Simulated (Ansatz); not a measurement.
Input and command of a calculation in Ansatz (plane waves; scalar-relativistic PAW potentials unless the input names others):

```yaml
crystal:
  lattice:
    - [3.656765575, 0.0, 0.0]
    - [0.0, 7.5110806109, 0.0]
    - [0.0, 0.0, 28.5530348299]
  atoms:
    - { symbol: Si, position: [0.25, 0.8387151255, 0.2626691014] }
    - { symbol: Si, position: [0.75, 0.0416371108, 0.2761342744] }
    - { symbol: Si, position: [0.25, 0.4098283306, 0.3005661193] }
    - { symbol: Zr, position: [0.75, 0.6834466441, 0.3187224463] }
    - { symbol: Zr, position: [0.25, 0.0772578285, 0.3448543399] }
    - { symbol: Si, position: [0.75, 0.350876142, 0.363010667] }
    - { symbol: Si, position: [0.25, 0.7190673618, 0.3874425119] }
    - { symbol: Si, position: [0.75, 0.9219893471, 0.4009076849] }
    - { symbol: Si, position: [0.25, 0.2901805669, 0.4253395298] }
    - { symbol: Zr, position: [0.75, 0.5637988804, 0.4434958569] }
    - { symbol: Zr, position: [0.25, 0.9576100648, 0.4696277505] }
    - { symbol: Si, position: [0.75, 0.2312283783, 0.4877840775] }
    - { symbol: Si, position: [0.25, 0.5994195981, 0.5122159225] }
    - { symbol: Si, position: [0.75, 0.8023415834, 0.5256810955] }
    - { symbol: Si, position: [0.25, 0.1705328032, 0.5501129404] }
    - { symbol: Zr, position: [0.75, 0.4441511167, 0.5682692674] }
    - { symbol: Zr, position: [0.25, 0.8379623011, 0.594401161] }
    - { symbol: Si, position: [0.75, 0.1115806146, 0.6125574881] }
    - { symbol: Si, position: [0.25, 0.4797718344, 0.636989333] }
    - { symbol: Si, position: [0.75, 0.6826938197, 0.650454506] }
    - { symbol: Si, position: [0.25, 0.0508850395, 0.6748863509] }
    - { symbol: Zr, position: [0.75, 0.324503353, 0.693042678] }
    - { symbol: Zr, position: [0.25, 0.7183145374, 0.7191745716] }
    - { symbol: Si, position: [0.75, 0.9919328509, 0.7373308986] }
basis:
  ecutwfc: 420
  xc_grid: 2
kpoints:
  mp_grid: { grid: [10, 5, 1] }
hamiltonian:
  xc: pbesol
scf:
  occupations: { method: tetrahedron_uncorrected }
  eigensolver: { kind: davidson }
output:
  forces: true
  eigenvalues: true
  stress: true
efield:
  axis: 3
  dipole_correction: true
  ramp_width: 0.04
```

```bash
ansatz run input.yaml --threads 2 --pin off --max-ram 5120MiB --backend cpu --events-out ev --progress --plain --runs-dir out
```

Abridged log:
```
band count auto-derived: 105 (N_el = 160.0; filled up to band 80; 104 by the electrons, moments and atoms)
Pseudopotentials: kind: paw
Pseudopotential: Si, paw, valence charge 4, recommended cutoff 420 eV (normal)
Pseudopotential: Zr, paw, valence charge 12, recommended cutoff 420 eV (normal)
Functional definition: PBEsol
davidson cushion auto → on (no smearing: the cushion is to keep the highest requested band from converging to the state above it; pin scf.eigensolver.cushion to override)
Crystal: 24 atoms, lattice volume = 784.245 Å³
Basis set: ecut = 420 eV, 15251 PW (Γ), exchange–correlation on 50×108×384 points (8 copies of the dense FFT grid, shifted against one another)
Bands: 105, of which v1, the nominal top of the filled ones, is band 80 counted from 1 (79 counted from 0)
Symmetry: 2 space group operations
Space group: Pm (ITA 6), of the structure as read, at distance tolerance 9.2e-5 Å
k-points: 18 of 50 (time reversal used)
Initial density: superposition of atomic densities (neutral atoms: chi_scale 0, normalization atom), corrected by the library's trained network
Initial wavefunctions: pseudopotential atomic-orbital guess
Functional: x = pbesol(κ = 0.804, μ = 0.12345679), c = pbesol(β = 0.046)
SCF iter   1: F=—  HF=-42983.555265 eV  |F-HF|=—  |Δ(HF+E_count)|=         —  Δρ=3.41e-3  dr2=9.71e-1  ethr=1.77e-3  p=0.085 e·Å  D=1.96e-2 V/Å  ΔV_dip=-0.56 eV  dr2_dipole=1.12e-1  V_vac-E_F(+/−)=4.32/4.88 eV  ⟨swp⟩=9.1  Hψ=9506  notcnv=0
efield: sawtooth ramp at fractional position 0.9800 (placed from the atoms, in the widest stretch of the axis that holds none; the zero of the levels goes with the place), width 0.0400; the density the first Hamiltonian is built on has a dipole p = 0.085 e·Å; the dipole correction subtracts the counter field D = 1.96e-2 V/Å, which shifts the + side's vacuum level by -0.56 eV against the − side's; the planar-averaged density in the ramp window peaks in size at 1.6e-5 e/Å³
SCF iter   2: F=—  HF=-42983.535920 eV  |F-HF|=—  |Δ(HF+E_count)|=   1.93e-2  Δρ=1.92e-3  dr2=2.26e-1  ethr=6.07e-4  p=0.085 e·Å  D=1.97e-2 V/Å  ΔV_dip=-0.56 eV  dr2_dipole=9.01e-5  V_vac-E_F(+/−)=4.31/4.87 eV  ⟨swp⟩=2.2  Hψ=4164  notcnv=0  κ⁻¹=1.0e0(r=1)
SCF iter   3: F=—  HF=-42985.334285 eV  |F-HF|=—  |Δ(HF+E_count)|=    1.80e0  Δρ=1.58e-2  dr2=1.44e2  ethr=1.41e-4  p=0.305 e·Å  D=7.03e-2 V/Å  ΔV_dip=-2.01 eV  dr2_dipole=1.22e2  V_vac-E_F(+/−)=3.86/5.87 eV  ⟨swp⟩=6.2  Hψ=5839  notcnv=0  κ⁻¹=9.9e-4(r=2)
SCF iter   4: F=—  HF=-42983.542541 eV  |F-HF|=—  |Δ(HF+E_count)|=    1.79e0  Δρ=1.62e-3  dr2=1.84e-1  ethr=1.41e-4  p=0.092 e·Å  D=2.13e-2 V/Å  ΔV_dip=-0.61 eV  dr2_dipole=3.65e-2  V_vac-E_F(+/−)=4.33/4.94 eV  ⟨swp⟩=5.4  Hψ=5532  notcnv=0  κ⁻¹=1.4e-4(r=3)
SCF iter   5: F=—  HF=-42983.530776 eV  |F-HF|=—  |Δ(HF+E_count)|=   1.18e-2  Δρ=7.05e-4  dr2=2.96e-2  ethr=1.15e-4  p=0.093 e·Å  D=2.14e-2 V/Å  ΔV_dip=-0.61 eV  dr2_dipole=1.93e-3  V_vac-E_F(+/−)=4.33/4.94 eV  ⟨swp⟩=3.1  Hψ=4296  notcnv=0  κ⁻¹=1.9e-5(r=4)
SCF iter   6: F=—  HF=-42983.529575 eV  |F-HF|=—  |Δ(HF+E_count)|=   1.20e-3  Δρ=3.98e-4  dr2=1.75e-2  ethr=1.85e-5  p=0.104 e·Å  D=2.41e-2 V/Å  ΔV_dip=-0.69 eV  dr2_dipole=1.55e-3  V_vac-E_F(+/−)=4.28/4.97 eV  ⟨swp⟩=3.6  Hψ=4620  notcnv=0  κ⁻¹=6.1e-6(r=5)
SCF iter   7: F=—  HF=-42983.529292 eV  |F-HF|=—  |Δ(HF+E_count)|=   2.83e-4  Δρ=3.68e-4  dr2=1.35e-2  ethr=1.09e-5  p=0.100 e·Å  D=2.31e-2 V/Å  ΔV_dip=-0.66 eV  dr2_dipole=4.32e-3  V_vac-E_F(+/−)=4.31/4.97 eV  ⟨swp⟩=3.0  Hψ=4371  notcnv=0  κ⁻¹=2.1e-6(r=6)
SCF iter   8: F=—  HF=-42983.528893 eV  |F-HF|=—  |Δ(HF+E_count)|=   3.99e-4  Δρ=1.47e-4  dr2=1.41e-3  ethr=8.44e-6  p=0.103 e·Å  D=2.39e-2 V/Å  ΔV_dip=-0.68 eV  dr2_dipole=1.73e-4  V_vac-E_F(+/−)=4.30/4.99 eV  ⟨swp⟩=2.1  Hψ=4159  notcnv=0  κ⁻¹=1.1e-6(r=7)
   ...
SCF iter  12: F=—  HF=-42983.528437 eV  |F-HF|=—  |Δ(HF+E_count)|=   2.69e-6  Δρ=2.24e-5  dr2=1.35e-4  ethr=2.50e-8  p=0.105 e·Å  D=2.43e-2 V/Å  ΔV_dip=-0.69 eV  dr2_dipole=4.64e-5  V_vac-E_F(+/−)=4.30/5.00 eV  ⟨swp⟩=4.3  Hψ=4796  notcnv=0  κ⁻¹=1.6e-4(r=8)
SCF iter  13: F=—  HF=-42983.528438 eV  |F-HF|=—  |Δ(HF+E_count)|=   9.81e-7  Δρ=2.79e-5  dr2=3.00e-4  ethr=2.50e-8  p=0.105 e·Å  D=2.42e-2 V/Å  ΔV_dip=-0.69 eV  dr2_dipole=2.13e-4  V_vac-E_F(+/−)=4.30/4.99 eV  ⟨swp⟩=3.9  Hψ=4629  notcnv=0  κ⁻¹=4.2e-4(r=8)
SCF iter  14: F=—  HF=-42983.528433 eV  |F-HF|=—  |Δ(HF+E_count)|=   4.17e-6  Δρ=1.05e-5  dr2=4.24e-5  ethr=2.50e-8  p=0.105 e·Å  D=2.43e-2 V/Å  ΔV_dip=-0.69 eV  dr2_dipole=3.41e-5  V_vac-E_F(+/−)=4.30/5.00 eV  ⟨swp⟩=3.2  Hψ=4272  notcnv=0  κ⁻¹=1.4e-5(r=8)
SCF iter  15: F=—  HF=-42983.528434 eV  |F-HF|=—  |Δ(HF+E_count)|=   1.00e-6  Δρ=1.06e-5  dr2=7.02e-6  ethr=2.50e-8  p=0.105 e·Å  D=2.43e-2 V/Å  ΔV_dip=-0.69 eV  dr2_dipole=2.55e-9  V_vac-E_F(+/−)=4.30/5.00 eV  ⟨swp⟩=2.4  Hψ=4171  notcnv=0  κ⁻¹=4.4e-5(r=8)
SCF iter  16: F=—  HF=-42983.528434 eV  |F-HF|=—  |Δ(HF+E_count)|=   3.70e-7  Δρ=4.75e-6  dr2=1.18e-6  ethr=4.39e-9  p=0.105 e·Å  D=2.43e-2 V/Å  ΔV_dip=-0.69 eV  dr2_dipole=1.39e-7  V_vac-E_F(+/−)=4.30/5.00 eV  ⟨swp⟩=3.7  Hψ=4418  notcnv=0  κ⁻¹=2.7e-4(r=8)
SCF iter  17: F=—  HF=-42983.528434 eV  |F-HF|=—  |Δ(HF+E_count)|=   2.21e-9  Δρ=3.18e-6  dr2=8.61e-7  ethr=7.34e-10  p=0.105 e·Å  D=2.43e-2 V/Å  ΔV_dip=-0.69 eV  dr2_dipole=2.25e-7  V_vac-E_F(+/−)=4.30/5.00 eV  ⟨swp⟩=3.9  Hψ=4661  notcnv=0  κ⁻¹=1.4e-4(r=8)
SCF iter  18: F=—  HF=-42983.528434 eV  |F-HF|=—  |Δ(HF+E_count)|=   1.16e-8  Δρ=2.71e-6  dr2=6.27e-7  ethr=5.38e-10  p=0.105 e·Å  D=2.43e-2 V/Å  ΔV_dip=-0.69 eV  dr2_dipole=6.73e-8  V_vac-E_F(+/−)=4.30/5.00 eV  ⟨swp⟩=3.2  Hψ=4418  notcnv=0  κ⁻¹=9.9e-5(r=8)
SCF iter  19: F=-42983.528434 eV  HF=-42983.528434 eV  |F-HF|=8.79e-8  |Δ(HF+E_count)|=   1.40e-8  Δρ=1.28e-6  dr2=9.18e-8  ethr=3.92e-10  p=0.105 e·Å  D=2.43e-2 V/Å  ΔV_dip=-0.69 eV  dr2_dipole=1.31e-8  V_vac-E_F(+/−)=4.30/5.00 eV  ⟨swp⟩=2.7  Hψ=4188  notcnv=0
SCF 1 converged in 19 iterations: F = -42983.528434 eV  dr2 = 9.18e-8
  Residual-converged pass: ⟨swp⟩=4.0  Hψ=4432  notcnv=0  max |occ|·‖R‖ = 6.0e-6 eV (tolerance 6.7e-6 eV) dr2=9.87e-8  dr2_onsite=4.80e-10  max |Δocc| = 4.6e-10
SCF converged after 19 iterations
Stability not checked: this state was not tested for a lower state beside it, because the mixer in use, unlike msr1, does not test its closes by its own steps (another_mixer; see scf.mixing.algorithm and scf.lower_state_search)
Free energy (F): -42983.528434 eV
Harris-Foulkes:  -42983.528434 eV  (|F-HF|=8.79e-8)
Internal energy: -42983.528217 eV  (E = F + TS)
E sigma→0 (E₀):  -42983.528434 eV
Entropy (-TS):   -0.000217 eV (-0.009 meV/atom)
Fermi energy:    4.066545 eV
Dipole field:    D = 0.024211 V/Å  (p = 0.104929 e·Å, saw-weighted, corrected)
Work function:   Φ+ = 4.3041 eV   Φ− = 4.9954 eV
Levels:          The Fermi level and band energies are counted from a zero that moves with the ramp; work functions are not
--- Forces (eV/Å), atoms counted from 1 ---
  atom   1  Si     0.00000000     1.23848539    -0.34364645
  atom   2  Si     0.00000000    -0.38073233    -0.84255792
  atom   3  Si     0.00000000    -0.51293632     0.75898434
  atom   4  Zr     0.00000000    -0.26154136     0.71757512
  atom   5  Zr     0.00000000    -0.32490779     0.43542832
  atom   6  Si     0.00000000     0.20997694    -0.58852260
  atom   7  Si     0.00000000    -0.10896872    -0.31990176
  atom   8  Si     0.00000000    -0.03565456    -0.22368755
  atom   9  Si     0.00000000     0.03053005     0.03713535
  atom  10  Zr     0.00000000     0.09916283     0.34940494
  atom  11  Zr     0.00000000     0.01560055    -0.04092346
  atom  12  Si     0.00000000     0.03521567    -0.05333071
  atom  13  Si     0.00000000     0.05139821    -0.05087676
  atom  14  Si     0.00000000    -0.08372747     0.04046018
  atom  15  Si     0.00000000    -0.02788588     0.05915621
  atom  16  Zr     0.00000000     0.02272306     0.11817813
  atom  17  Zr     0.00000000    -0.14293030    -0.22433472
  atom  18  Si     0.00000000     0.17037067     0.17471647
  atom  19  Si     0.00000000    -0.08397520     0.48850857
  atom  20  Si     0.00000000     0.08922516     0.63694967
  atom  21  Si     0.00000000    -0.25780261     0.80742630
  atom  22  Zr     0.00000000    -0.22097470    -0.38270709
  atom  23  Zr     0.00000000     0.25857587    -0.76030726
  atom  24  Si     0.00000000     0.22073602    -0.79309882
--- Stress (GPa, compression-positive) ---
       -1.491859       0.000000       0.000000
        0.000000      -1.275543      -0.016232
        0.000000      -0.016232      -0.440556
  P = ⅓ Tr σ = -1.0693 GPa (-10.693 kbar)
```

Apart from outputs and empty bands, the input differs from a reference run on usual settings in scf.eigensolver.kind: not typed → "davidson"; scf.occupations.width: 0.1 → not typed; scf.occupations.method: "gaussian" → "tetrahedron_uncorrected"; basis.xc_grid: not typed → 2. The reference, at the same geometry (not necessarily relaxed), gave pressure -1.07 GPa (averaged over a cell that holds vacuum), largest force 1.295 eV/Å, no gap on the mesh. This run converged in 19 SCF iterations (reference: 10) with an energy at zero smearing 0.79 meV/atom above the reference's, pressure -1.07 GPa (averaged over a cell that holds vacuum), largest force 1.285 eV/Å, no gap on the mesh.

The run took 4.6 min on 2 threads of Arm Neoverse V1, with other jobs on the host, peak memory 1.7 GiB.